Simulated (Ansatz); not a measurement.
Crystal: Mn3Sn.

```
Sn Mn
1.0
     0.00000    3.06050    3.06050
     3.06050    0.00000    3.06050
     3.06050    3.06050    0.00000
Sn Mn
1 3
Cartesian
  0.0000 0.0000 0.0000
  3.0605 3.0605 3.0605
  1.5302 1.5302 1.5302
  4.5907 4.5907 4.5907
```

Measurements of this composition are mostly on another form, of space group No. 194.

- Program: Ansatz 0.2.0
- Task: single point
- Functional: PBE
- Potentials or basis: Ansatz PAW
- Cutoff: 420 eV (not typed: the program's choice for these potentials)
- k mesh: 8 × 8 × 8
- Occupations: fermi-dirac, width 0.05 eV
- Spin: collinear spin, ferromagnetic start
- Starting moments: [0.0, 4.0, 4.0, 4.0] μB

On this cell: pressure 0.7 GPa; largest force zero by symmetry; net moment 7.10 μB per cell; site moments Sn -0.06; Mn +1.51, +2.78 μB; band gap on the k mesh none (metal or under the smearing width).

The same run follows on a disturbed copy (atoms moved at random, drawn with an rms of 0.05 Å):

```
Sn Mn
1.0
     0.00000    3.06050    3.06050
     3.06050    0.00000    3.06050
     3.06050    3.06050    0.00000
Sn Mn
1 3
Direct
  0.00292 0.98990 0.99952
  0.49441 0.50460 0.49540
  0.25098 0.23994 0.27029
  0.74110 0.74473 0.75445
```

Q: What changes?

A: The energy (extrapolated to zero smearing) moves by +9.1 meV/atom; pressure 1.0 GPa; largest force 0.592 eV/Å; net moment 7.09 μB per cell; site moments Sn -0.05; Mn +1.51, +2.74, +2.77 μB; band gap on the k mesh none (metal or under the smearing width).

Forces in eV/Å, atoms in the order of the input:
```
Sn   0.538  0.148 -0.198
Mn   0.020  0.289 -0.145
Mn  -0.358 -0.437  0.151
Mn  -0.199  0.001  0.192
```

Stress tensor (GPa, compression positive):
```
 1.00 -0.09 -1.49
-0.09  1.02 -0.66
-1.49 -0.66  1.10
```
